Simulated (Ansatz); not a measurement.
## Dielectric response of KBr (110) films

How well do thin rocksalt KBr (110) films screen a perpendicular field?

Calculated with Ansatz 0.2.0; plane-wave DFT, PBEsol, Ansatz PAW, in the first sound run; inputs show where later runs differ.

### 1. The structure

The cell holds 10 atoms: 5 K and 5 Br. Its edges and angles: a = 4.667 Å, b = 6.600 Å, c = 27.334 Å, α = 90.0°, β = 90.0°, γ = 90.0°. It derives from KBr (rocksalt KBr). Vacuum lies along c.

### 2. Relaxation, 10 atoms, units 5

The structure is relaxed first, because levels and dipoles at a surface follow the positions of the outer atoms.

The input, input.yaml:

```yaml
crystal:
  lattice:
    - [4.66690476, 0.0, 0.0]
    - [0.0, 6.6, 0.0]
    - [0.0, 0.0, 27.3338095117]
  atoms:
    - { symbol: K, position: [0.5, 0.5, 0.3292625565] }
    - { symbol: Br, position: [0.5, 0.0, 0.3292625565] }
    - { symbol: K, position: [0.0, 0.0, 0.4146312783] }
    - { symbol: Br, position: [0.0, 0.5, 0.4146312783] }
    - { symbol: K, position: [0.5, 0.5, 0.5] }
    - { symbol: Br, position: [0.5, 0.0, 0.5] }
    - { symbol: K, position: [0.0, 0.0, 0.5853687217] }
    - { symbol: Br, position: [0.0, 0.5, 0.5853687217] }
    - { symbol: K, position: [0.5, 0.5, 0.6707374435] }
    - { symbol: Br, position: [0.5, 0.0, 0.6707374435] }
kpoints:
  mp_grid: { grid: [6, 4, 1] }
hamiltonian:
  xc: pbesol
scf:
  occupations: { method: fixed }
  convergence: { dr2_threshold: 1.0e-09 }
efield:
  axis: 3
  dipole_correction: true
  ramp_position: 0.97
  ramp_width: 0.06
relax:
  f_tol: 0.003
  max_steps: 100
output:
  write_potential: true
  write_density: true
  volumetric_format: npy
```

Run with:

```bash
> ansatz run input.yaml --threads 4 --pin off --max-ram 12288MiB --backend cpu --events-out ev --progress --plain --runs-dir out
```

Numbers of over 12 decimals in the logs are rounded to 6 here.

The log of the run:

```text
Engine: ansatz 0.2.0, aarch64-unknown-linux-gnu
Pseudopotentials: kind: paw
Pseudopotential: K, paw, valence charge 9, recommended cutoff 420 eV (normal), K.paw.azcp
Pseudopotential: Br, paw, valence charge 7, recommended cutoff 420 eV (normal), Br.paw.azcp
Functional definition: PBEsol
  exchange = pbesol_x
  correlation = pbesol_c
Crystal: 10 atoms, lattice volume = 841.924 Å³
Basis set: ecut = 420 eV, 16431 PW (Γ), exchange–correlation on 64×90×384 points (8 copies of the dense FFT grid, shifted against one another)
Bands: 50, of which v1, the nominal top of the filled ones, is band 40 counted from 1 (39 counted from 0)
Symmetry: 4 space group operations
k-points: 12 of 24
Non-local potential: K, projectors of the file, l = 0: 3, l = 1: 2, l = 2: 2
Non-local potential: Br, projectors of the file, l = 0: 2, l = 1: 2, l = 2: 2
PAW form: soft (Blöchl's): semilocal exchange-correlation on the pseudo side does not see the compensation charge
PAW frozen core: K, regenerated for the run's functional, and the local potential with it (the file was generated under x = pbe(κ = 0.804, μ = 0.219515), c = pbe(β = 0.066725))
PAW frozen core: Br, regenerated for the run's functional, and the local potential with it (the file was generated under x = pbe(κ = 0.804, μ = 0.219515), c = pbe(β = 0.066725))
PAW one-centre angular grid: K, 110 points (default); XC on 64 Gauss nodes
PAW one-centre angular grid: Br, 110 points (default); XC on 64 Gauss nodes
Initial density: superposition of atomic densities (neutral atoms: chi_scale 0, normalization atom), corrected by the library's trained network
Initial wavefunctions: pseudopotential atomic-orbital guess
Functional: x = pbesol(κ = 0.804, μ = 0.123457), c = pbesol(β = 0.046)
SCF iter   1: F=—  HF=-21278.951109 eV  |F-HF|=—  |Δ(HF+E_count)|=         —  Δρ=1.25e-3  dr2=1.42e-2  ethr=1.77e-3  p=0.000 e·Å  D=1.60e-14 V/Å  ΔV_dip=-0.00 eV  dr2_dipole=2.18e-10  V_vac-E_F(+/−)=5.30/5.30 eV  ⟨swp⟩=6.5  Hψ=2106  notcnv=0  defer=92
efield: sawtooth ramp at fractional position 0.9700 (set: `efield.ramp_position`, or a place that a band, a saddle search or an elastic batch's reference lends), width 0.0600; the density the first Hamiltonian is built on has a dipole p = 0.000 e·Å; the dipole correction subtracts the counter field D = 1.60e-14 V/Å, which shifts the + side's vacuum level by -0.00 eV against the − side's; the planar-averaged density in the ramp window peaks in size at 3.3e-7 e/Å³
preconditioner: auto → Resta (q_TF=auto, 1.843 Å⁻¹)  ε∞=1.7  [insulator: Δε(μ)=3.724 eV  Ē_g=13.271 eV  n_scr=92 (ndim 8)  ℏωp=10.7 eV  f_vac=0.553  ε∞_Penn≈1.7  vacuum switching on, ρ_ref=1.3e-2 e/Å³]
SCF iter   2: F=—  HF=-21278.950784 eV  |F-HF|=—  |Δ(HF+E_count)|=   3.25e-4  Δρ=5.58e-4  dr2=2.41e-3  ethr=1.78e-5  p=-0.000 e·Å  D=-3.20e-6 V/Å  ΔV_dip=0.00 eV  dr2_dipole=1.47e-10  V_vac-E_F(+/−)=5.35/5.35 eV  ⟨swp⟩=4.8  Hψ=1205  notcnv=0  defer=100
density mixer auto → msr1: gapped (density of states about μ 0.00 of a free-electron gas's, 92 screened modes)
SCF iter   3: F=—  HF=-21278.951841 eV  |F-HF|=—  |Δ(HF+E_count)|=   1.06e-3  Δρ=1.20e-4  dr2=8.24e-5  ethr=3.01e-6  p=0.000 e·Å  D=2.90e-6 V/Å  ΔV_dip=-0.00 eV  dr2_dipole=1.49e-10  V_vac-E_F(+/−)=5.37/5.37 eV  ⟨swp⟩=6.6  Hψ=1131  notcnv=0  defer=96
SCF iter   4: F=—  HF=-21278.951863 eV  |F-HF|=—  |Δ(HF+E_count)|=   2.15e-5  Δρ=2.94e-5  dr2=1.44e-5  ethr=1.03e-7  p=-0.000 e·Å  D=-1.22e-6 V/Å  ΔV_dip=0.00 eV  dr2_dipole=4.82e-11  V_vac-E_F(+/−)=5.37/5.37 eV  ⟨swp⟩=2.0  Hψ=1011  notcnv=0  defer=96
SCF iter   5: F=—  HF=-21278.951863 eV  |F-HF|=—  |Δ(HF+E_count)|=   1.31e-8  Δρ=6.00e-6  dr2=3.06e-7  ethr=1.80e-8  p=0.000 e·Å  D=2.30e-7 V/Å  ΔV_dip=-0.00 eV  dr2_dipole=2.21e-12  V_vac-E_F(+/−)=5.37/5.37 eV  ⟨swp⟩=2.0  Hψ=873  notcnv=0  defer=95
SCF iter   6: F=—  HF=-21278.952082 eV  |F-HF|=—  |Δ(HF+E_count)|=   2.20e-4  Δρ=1.86e-6  dr2=4.98e-8  ethr=3.83e-10  p=-0.000 e·Å  D=-5.39e-7 V/Å  ΔV_dip=0.00 eV  dr2_dipole=8.65e-12  V_vac-E_F(+/−)=5.37/5.37 eV  ⟨swp⟩=2.0  Hψ=1014  notcnv=0  defer=91
SCF iter   7: F=—  HF=-21278.952082 eV  |F-HF|=—  |Δ(HF+E_count)|=   1.18e-9  Δρ=4.73e-7  dr2=4.18e-9  ethr=6.23e-11  p=0.000 e·Å  D=1.66e-7 V/Å  ΔV_dip=-0.00 eV  dr2_dipole=1.07e-12  V_vac-E_F(+/−)=5.37/5.37 eV  ⟨swp⟩=2.2  Hψ=957  notcnv=0  defer=91
SCF iter   8: F=-21278.952082 eV  HF=-21278.952082 eV  |F-HF|=4.91e-10  |Δ(HF+E_count)|=  5.31e-10  Δρ=1.10e-7  dr2=1.14e-10  ethr=1.25e-12  p=-0.000 e·Å  D=-6.02e-8 V/Å  ΔV_dip=0.00 eV  dr2_dipole=1.03e-13  V_vac-E_F(+/−)=5.37/5.37 eV  ⟨swp⟩=8.0  Hψ=3389  notcnv=0
SCF 1 converged in 8 iterations: F = -21278.952082 eV  dr2 = 1.14e-10
  greatest PAW one-centre occupation: 0.987 electrons in one spin orbital (limit 2), on the K atom at site 6 (counted from 0), in its partial waves of l = 0
relax step   1: F+E_penalty+E_count = -21278.95208249 eV  Δ(F+E_penalty+E_count) = +0.000e0 eV  max|allowed force component| = 2.238e-1 eV/Å  Δτ_max = 0.0000 Å  (8 SCF iters, accepted)
Initial density: handed on by an earlier stage of this run
Initial wavefunctions: those handed on with the density
iter 1 solved again at ethr=6.74e-6 eV; its pass at ethr=3.10e-3 eV (dr2=5.39e-3 eV) is discarded
SCF iter   1: F=—  HF=-21278.984014 eV  |F-HF|=—  |Δ(HF+E_count)|=         —  Δρ=6.26e-4  dr2=5.32e-3  ethr=6.74e-6  p=-0.000 e·Å  D=-6.02e-8 V/Å  ΔV_dip=0.00 eV  dr2_dipole=4.29e-14  V_vac-E_F(+/−)=5.40/5.40 eV  ⟨swp⟩=4.0  Hψ=2406  notcnv=0  defer=95
efield: sawtooth ramp at fractional position 0.9700 (set: `efield.ramp_position`, or a place that a band, a saddle search or an elastic batch's reference lends), width 0.0600; the density the first Hamiltonian is built on has a dipole p = -0.000 e·Å; the dipole correction subtracts the counter field D = -6.02e-8 V/Å, which shifts the + side's vacuum level by +0.00 eV against the − side's; the planar-averaged density in the ramp window peaks in size at 7.7e-8 e/Å³
preconditioner: auto → Resta (q_TF=auto, 1.843 Å⁻¹)  ε∞=1.6  [insulator: Δε(μ)=3.857 eV  Ē_g=13.296 eV  n_scr=92 (ndim 8)  ℏωp=10.7 eV  f_vac=0.558  ε∞_Penn≈1.6  vacuum switching on, ρ_ref=1.3e-2 e/Å³]
SCF iter   2: F=—  HF=-21278.986942 eV  |F-HF|=—  |Δ(HF+E_count)|=   2.93e-3  Δρ=3.04e-4  dr2=1.25e-3  ethr=6.65e-6  p=-0.000 e·Å  D=-1.43e-8 V/Å  ΔV_dip=0.00 eV  dr2_dipole=4.11e-15  V_vac-E_F(+/−)=5.46/5.46 eV  ⟨swp⟩=4.4  Hψ=1007  notcnv=0  defer=96  κ⁻¹=1.0e0(r=1)
density mixer auto → broyden: gapped, where msr1 would fit the directions that read negative (density of states about μ 0.00 of a free-electron gas's, 92 screened modes)
[...]
SCF iter   6: F=—  HF=-21279.004694 eV  |F-HF|=—  |Δ(HF+E_count)|=   2.18e-4  Δρ=2.46e-6  dr2=3.53e-8  ethr=9.22e-10  p=-0.000 e·Å  D=-6.71e-8 V/Å  ΔV_dip=0.00 eV  dr2_dipole=1.30e-14  V_vac-E_F(+/−)=5.61/5.61 eV  ⟨swp⟩=2.1  Hψ=982  notcnv=0  defer=91  κ⁻¹=6.8e-6(r=5)
SCF iter   7: F=—  HF=-21279.004694 eV  |F-HF|=—  |Δ(HF+E_count)|=   8.35e-8  Δρ=5.22e-7  dr2=2.12e-9  ethr=4.41e-11  p=-0.000 e·Å  D=-3.33e-8 V/Å  ΔV_dip=0.00 eV  dr2_dipole=7.77e-15  V_vac-E_F(+/−)=5.61/5.61 eV  ⟨swp⟩=2.0  Hψ=982  notcnv=0  defer=91  κ⁻¹=2.7e-7(r=6)
SCF iter   8: F=-21279.004694 eV  HF=-21279.004694 eV  |F-HF|=9.60e-10  |Δ(HF+E_count)|=   4.98e-9  Δρ=1.65e-7  dr2=2.31e-10  ethr=1.25e-12  p=-0.000 e·Å  D=-6.01e-8 V/Å  ΔV_dip=0.00 eV  dr2_dipole=2.37e-14  V_vac-E_F(+/−)=5.61/5.61 eV  ⟨swp⟩=7.8  Hψ=3275  notcnv=0
SCF 3 converged in 8 iterations: F = -21279.004694 eV  dr2 = 2.31e-10
relax step   3: F+E_penalty+E_count = -21279.00469376 eV  Δ(F+E_penalty+E_count) = -1.443e-2 eV  max|allowed force component| = 2.307e-2 eV/Å  Δτ_max = 0.0977 Å  (8 SCF iters, accepted)
SCF iter   1: F=—  HF=-21279.004918 eV  |F-HF|=—  |Δ(HF+E_count)|=         —  Δρ=1.18e-4  dr2=2.99e-4  ethr=4.54e-6  p=-0.000 e·Å  D=-6.01e-8 V/Å  ΔV_dip=0.00 eV  dr2_dipole=1.40e-13  V_vac-E_F(+/−)=5.60/5.60 eV  ⟨swp⟩=5.3  Hψ=1431  notcnv=0  defer=96
efield: sawtooth ramp at fractional position 0.9700 (set: `efield.ramp_position`, or a place that a band, a saddle search or an elastic batch's reference lends), width 0.0600; the density the first Hamiltonian is built on has a dipole p = -0.000 e·Å; the dipole correction subtracts the counter field D = -6.01e-8 V/Å, which shifts the + side's vacuum level by +0.00 eV against the − side's; the planar-averaged density in the ramp window peaks in size at 1.1e-7 e/Å³
preconditioner: auto → Resta (q_TF=auto, 1.843 Å⁻¹)  ε∞=1.7  [insulator: Δε(μ)=3.860 eV  Ē_g=13.237 eV  n_scr=92 (ndim 8)  ℏωp=10.7 eV  f_vac=0.562  ε∞_Penn≈1.7  vacuum switching on, ρ_ref=1.3e-2 e/Å³]
SCF iter   2: F=—  HF=-21279.004889 eV  |F-HF|=—  |Δ(HF+E_count)|=   2.92e-5  Δρ=5.18e-5  dr2=3.28e-5  ethr=3.74e-7  p=0.000 e·Å  D=2.20e-8 V/Å  ΔV_dip=-0.00 eV  dr2_dipole=1.51e-15  V_vac-E_F(+/−)=5.60/5.60 eV  ⟨swp⟩=2.0  Hψ=896  notcnv=0  defer=96  κ⁻¹=1.0e0(r=1)
density mixer auto → broyden: gapped, where msr1 would fit the directions that read negative (density of states about μ 0.00 of a free-electron gas's, 92 screened modes)
SCF iter   3: F=—  HF=-21279.004909 eV  |F-HF|=—  |Δ(HF+E_count)|=   2.01e-5  Δρ=2.12e-5  dr2=4.86e-6  ethr=4.10e-8  p=0.000 e·Å  D=1.20e-8 V/Å  ΔV_dip=-0.00 eV  dr2_dipole=9.38e-15  V_vac-E_F(+/−)=5.59/5.59 eV  ⟨swp⟩=2.0  Hψ=697  notcnv=0  defer=95  κ⁻¹=3.7e-2(r=2)
SCF iter   4: F=—  HF=-21279.005130 eV  |F-HF|=—  |Δ(HF+E_count)|=   2.21e-4  Δρ=3.99e-6  dr2=1.27e-7  ethr=6.08e-9  p=-0.000 e·Å  D=-2.40e-8 V/Å  ΔV_dip=0.00 eV  dr2_dipole=1.11e-13  V_vac-E_F(+/−)=5.59/5.59 eV  ⟨swp⟩=2.0  Hψ=745  notcnv=0  defer=91  κ⁻¹=1.5e-3(r=3)
SCF iter   5: F=—  HF=-21279.005130 eV  |F-HF|=—  |Δ(HF+E_count)|=   1.10e-7  Δρ=1.43e-6  dr2=1.11e-8  ethr=1.58e-10  p=0.000 e·Å  D=6.47e-8 V/Å  ΔV_dip=-0.00 eV  dr2_dipole=5.29e-14  V_vac-E_F(+/−)=5.59/5.59 eV  ⟨swp⟩=2.0  Hψ=923  notcnv=0  defer=91  κ⁻¹=1.4e-4(r=4)
SCF iter   6: F=-21279.005130 eV  HF=-21279.005130 eV  |F-HF|=2.22e-9  |Δ(HF+E_count)|=   2.22e-8  Δρ=3.36e-7  dr2=6.86e-10  ethr=1.25e-12  p=0.000 e·Å  D=4.83e-10 V/Å  ΔV_dip=-0.00 eV  dr2_dipole=4.86e-14  V_vac-E_F(+/−)=5.59/5.59 eV  ⟨swp⟩=8.1  Hψ=3654  notcnv=0
SCF 4 converged in 6 iterations: F = -21279.005130 eV  dr2 = 6.86e-10
relax step   4: F+E_penalty+E_count = -21279.00512996 eV  Δ(F+E_penalty+E_count) = -4.362e-4 eV  max|allowed force component| = 2.879e-3 eV/Å  Δτ_max = 0.0160 Å  (6 SCF iters, accepted)
NSCF: frozen V_eff on 12 k-points
the search or the solves at the SCF's close seem to have found levels that the self-consistency loop had missed (the run counts 2). By its estimate they hold under 1e-12 electrons; where the run keeps them, the occupations were computed again with them
WARN: The output density's exchange-correlation potential varies sharply where the density is thin. Do not read a vacuum level from v_tot or v_xc, or from such a field of the output density. On a cell that repeats whose density bears no net charge and no dipole along the vacuum's axis use v_es (v_loc + v_h of the components); under efield.dipole_correction with no amplitude use v_es + v_field, which holds any externa [...]
SCF converged after 6 iterations
Stability not checked: this state was not tested for a lower state beside it, because the mixer in use, unlike msr1, does not test its closes by its own steps (another_mixer; see scf.mixing.algorithm and scf.lower_state_search)
Free energy (F): -21279.005130 eV
Harris-Foulkes:  -21279.005130 eV  (|F-HF|=2.22e-9)
Internal energy: -21279.005130 eV  (E = F + TS)
E sigma→0 (E₀):  -21279.005130 eV
Fermi energy:    -2.586110 eV
Dipole field:    D = 0.000000 V/Å  (p = 0.000001 e·Å, saw-weighted, corrected)
Work function:   Φ+ = 5.5913 eV   Φ− = 5.5913 eV
Levels:          The Fermi level and band energies are counted from a zero that moves with the ramp; work functions are not
--- Per-component energies (eV) ---
  E_band       = -991.923586
  E_kinetic    = 1938.679881
  E_local      = -33949.373239  (includes V_loc(G=0)·N_el)
  E_nonlocal   = 420.027191
  E_hartree    = 16072.195945
  E_xc         = -1977.941967
  E_vxc        = -1341.041614  (∫ρ·V_xc dr)
  E_paw        = -14822.676113  (= ΣΔE_a)
  E_vpaw       = -204.608658  (= ΣTr[D̂ρ^β])
  E_aug_tail   = -0.000018  (compensation charges beyond the density's cutoff)
  E_efield     = 0.000000  (sawtooth field / dipole correction)
  E_vefield    = 0.000000  (∫n·V_field dr)
  E_ewald      = 11039.082411
  E_core_change = 1.000777  (= ΣΔE_core)
  E_smearing   = -0.000000  (= −TS)
  E_closure    = -0.000000  (closes the sum)
  Σ components = -21279.005130   (vs F -21279.005130, Δ=0.00e0)
--- Forces (eV/Å), atoms counted from 1 ---
  atom   1  K      0.00000000     0.00000000     0.00234532
  atom   2  Br     0.00000000     0.00000000    -0.00001412
  atom   3  K      0.00000000     0.00000000     0.00060472
  atom   4  Br     0.00000000     0.00000000    -0.00287902
  atom   5  K      0.00000000     0.00000000    -0.00000011
  atom   6  Br     0.00000000     0.00000000     0.00000001
  atom   7  K      0.00000000     0.00000000    -0.00060486
  atom   8  Br     0.00000000     0.00000000     0.00287913
  atom   9  K      0.00000000     0.00000000    -0.00234541
  atom  10  Br     0.00000000     0.00000000     0.00001419
  max |Σ_I F_I| component: 1.55e-7 eV/Å
--- Band table (eV; the first three rows and the last of 12) ---
  k-point 0: bands = [... 36 lower, -2.9389, -2.7680, -2.6020, -2.5861, 1.2783, 1.6651, 2.4700, 2.9255, ... 6 higher]
  k-point 1: bands = [... 36 lower, -2.9169, -2.7775, -2.6137, -2.6003, 1.6892, 1.9591, 2.6646, 3.0615, ... 6 higher]
  k-point 2: bands = [... 36 lower, -2.9086, -2.7868, -2.6253, -2.6141, 2.2567, 2.4007, 2.9753, 3.0817, ... 6 higher]
  k-point 11: bands = [... 36 lower, -3.0702, -3.0667, -2.8537, -2.8216, 3.1565, 3.2477, 3.6352, 3.9019, ... 6 higher]
--- Relaxed structure (4 steps of the walk, 4 accepted, 0 SCFs on fresh bases) ---
  F+E_penalty+E_count = -21279.00512996 eV   max|allowed force component| = 2.879e-3 eV/Å
  atoms:
    - { symbol: K, position: [0.5, 0.5, 0.336564] }
    - { symbol: Br, position: [0.5, 0.0, 0.332839] }
    - { symbol: K, position: [0.0, 0.0, 0.413716] }
    - { symbol: Br, position: [0.0, 0.5, 0.415426] }
    - { symbol: K, position: [0.5, 0.5, 0.500000] }
    - { symbol: Br, position: [0.5, 0.0, 0.500000] }
    - { symbol: K, position: [0.0, 0.0, 0.586284] }
    - { symbol: Br, position: [0.0, 0.5, 0.584574] }
    - { symbol: K, position: [0.5, 0.5, 0.663436] }
    - { symbol: Br, position: [0.5, 0.0, 0.667161] }
```

Wall time 41 s (4 threads of Arm Neoverse V1, shared host); peak memory 1.3 GiB.

The steps of the relaxation:

```csv
step,energy less that of the first step (eV),largest force component (eV/Å)
1,0.0000,0.2238
2,-0.0382,0.0992
3,-0.0526,0.0231
4,-0.0530,0.0029
```

The run keeps the 4 symmetry operations that it works with, so distortions that break them were not tested.

The atoms that moved most (Å):

```csv
atom,dx,dy,dz,length
K1,0.000,0.000,0.200,0.200
K9,0.000,0.000,-0.200,0.200
Br10,0.000,0.000,-0.098,0.098
Br2,0.000,0.000,0.098,0.098
K7,0.000,0.000,0.025,0.025
K3,0.000,0.000,-0.025,0.025
Br8,0.000,0.000,-0.022,0.022
Br4,0.000,0.000,0.022,0.022
```

This step gave:

| Property | Result |
| --- | --- |
| gap on the k-mesh | 3.864 eV |
| dipole along the normal | 6.75e-7 e·Å |
| ionisation energy, upper face | 5.591 eV |
| electron affinity, upper face | 1.727 eV |

Running mean over 2.333 Å of the planar mean; the ramp of the sawtooth is left out. Electron's electrostatic potential energy less the highest filled level against z:

z (Å), electron's electrostatic potential energy less the highest filled level (eV) and a bar from the least value:
```
        4       5.59 ##############################
        5       5.59 ##############################
        6       5.58 ##############################
        7       5.37 #############################
        8       2.84 ################
        9       0.50 ###
       10      -0.07 
       11       0.24 ##
       12       0.41 ###
       13       0.42 ###
       14       0.43 ###
       15       0.41 ###
       16       0.36 ##
       17      -0.11 
       18       0.33 ##
       19       1.62 #########
       20       4.98 ###########################
       21       5.56 ##############################
       22       5.59 ##############################
       23       5.59 ##############################
       24       5.59 ##############################
```

The relaxation took 4 steps and lowered the energy by 0.053 eV; the largest force on the free atoms ends at 0.0029 eV/Å.

The gap is 3.86 eV, with the valence edge 5.59 eV and the conduction edge 1.73 eV under the upper vacuum level.

### 3. Single point on the relaxed film, 10 atoms, units 5

The film was relaxed beforehand; a single point on the relaxed positions gives its levels and potential.

input.yaml, the sections that differ from step 2:

```yaml
crystal:
  lattice:
    - [4.66690476, 0.0, 0.0]
    - [0.0, 6.6, 0.0]
    - [0.0, 0.0, 27.3338095117]
  atoms:
    - { symbol: K, position: [0.5, 0.5, 0.3365641113] }
    - { symbol: Br, position: [0.5, 0.0, 0.3328392487] }
    - { symbol: K, position: [0.0, 0.0, 0.4137159702] }
    - { symbol: Br, position: [0.0, 0.5, 0.4154258125] }
    - { symbol: K, position: [0.5, 0.5, 0.5000000026] }
    - { symbol: Br, position: [0.5, 0.0, 0.4999999984] }
    - { symbol: K, position: [0.0, 0.0, 0.5862840321] }
    - { symbol: Br, position: [0.0, 0.5, 0.5845741852] }
    - { symbol: K, position: [0.5, 0.5, 0.6634358913] }
    - { symbol: Br, position: [0.5, 0.0, 0.6671607476] }
output:
  eigenvalues: true
  write_potential: true
  write_density: true
  volumetric_format: npy
# kpoints, hamiltonian, scf, efield: as in step 2
# relax: removed
```

The log of the run:

```text
[...]
Crystal: 10 atoms, lattice volume = 841.924 Å³
Basis set: ecut = 420 eV, 16431 PW (Γ)
Bands: 50, of which v1, the nominal top of the filled ones, is band 40 counted from 1 (39 counted from 0)
Symmetry: 4 space group operations
k-points: 12 of 24
[...]
SCF iter   1: F=—  HF=-21279.004884 eV  |F-HF|=—  |Δ(HF+E_count)|=         —  Δρ=1.26e-3  dr2=1.52e-2  ethr=1.77e-3  p=0.000 e·Å  D=3.25e-8 V/Å  ΔV_dip=-0.00 eV  dr2_dipole=6.50e-11  V_vac-E_F(+/−)=5.53/5.53 eV  ⟨swp⟩=7.4  Hψ=2415  notcnv=0  defer=85
[...]
SCF iter   8: F=-21279.005312 eV  HF=-21279.005312 eV  |F-HF|=8.37e-11  |Δ(HF+E_count)|=   5.12e-9  Δρ=1.22e-7  dr2=1.89e-10  ethr=1.25e-12  p=0.000 e·Å  D=8.60e-10 V/Å  ΔV_dip=-0.00 eV  dr2_dipole=4.42e-14  V_vac-E_F(+/−)=5.59/5.59 eV  ⟨swp⟩=21.3  Hψ=3759  notcnv=0
SCF 1 converged in 8 iterations: F = -21279.005312 eV  dr2 = 1.89e-10
[...]
SCF converged after 8 iterations
Free energy (F): -21279.005312 eV
[...]
Internal energy: -21279.005312 eV  (E = F + TS)
E sigma→0 (E₀):  -21279.005312 eV
Fermi energy:    -2.586218 eV
Dipole field:    D = 0.000000 V/Å  (p = 0.000001 e·Å, saw-weighted, corrected)
Work function:   Φ+ = 5.5914 eV   Φ− = 5.5914 eV
[...]
--- Band table (eV; the first three rows and the last of 12) ---
  k-point 0: bands = [... 36 lower, -2.9390, -2.7681, -2.6021, -2.5862, 1.2775, 1.6638, 2.4680, 2.9229, ... 6 higher]
  k-point 1: bands = [... 36 lower, -2.9170, -2.7776, -2.6138, -2.6004, 1.6882, 1.9576, 2.6630, 3.0595, ... 6 higher]
  k-point 2: bands = [... 36 lower, -2.9087, -2.7869, -2.6254, -2.6143, 2.2548, 2.3985, 2.9750, 3.0812, ... 6 higher]
  k-point 11: bands = [... 36 lower, -3.0703, -3.0668, -2.8538, -2.8217, 3.1543, 3.2450, 3.6351, 3.9012, ... 6 higher]
```

Wall time 16 s (4 threads); peak memory 1.4 GiB.

Reading the cycles: dr2 is the Hartree energy of the density residual (eV), the measure of convergence; HF is the Harris–Foulkes estimate of the energy, which meets the free energy F at convergence.

Numbers from this step:

| Quantity | Value |
| --- | --- |
| dipole along the normal | 6.45e-7 e·Å |
| electron affinity, upper face | 1.728 eV |

Running mean over 2.333 Å of the planar mean; the ramp of the sawtooth is left out. The electron's electrostatic potential energy less the highest filled level by z:

```csv
z (Å),electron's electrostatic potential energy less the highest filled level (eV)
4,5.59
5,5.59
6,5.58
7,5.37
8,2.84
9,0.500
10,-0.0718
11,0.238
12,0.411
13,0.422
14,0.430
15,0.413
16,0.357
17,-0.110
18,0.333
19,1.62
20,4.98
21,5.56
22,5.59
23,5.59
24,5.59
```

The gap is 3.86 eV, with the valence edge 5.59 eV and the conduction edge 1.73 eV under the upper vacuum level.

(Continued in part 2 of 5.)

[Logs are printed without paths, hosts, clocks, repeated set-up lines and the standing remarks that a program may print on its own settings, such as how far it seeks lower states.]

[Hosts, paths, dates, database ids (printed as entryN), source tags and the programs' standing remarks are cut or masked in the printed files.]

[Maps of the electrostatic potential energy from Ansatz leave out the sawtooth potential of an applied field or a dipole correction, so their vacuum need not be flat; planar profiles and work functions include it.]
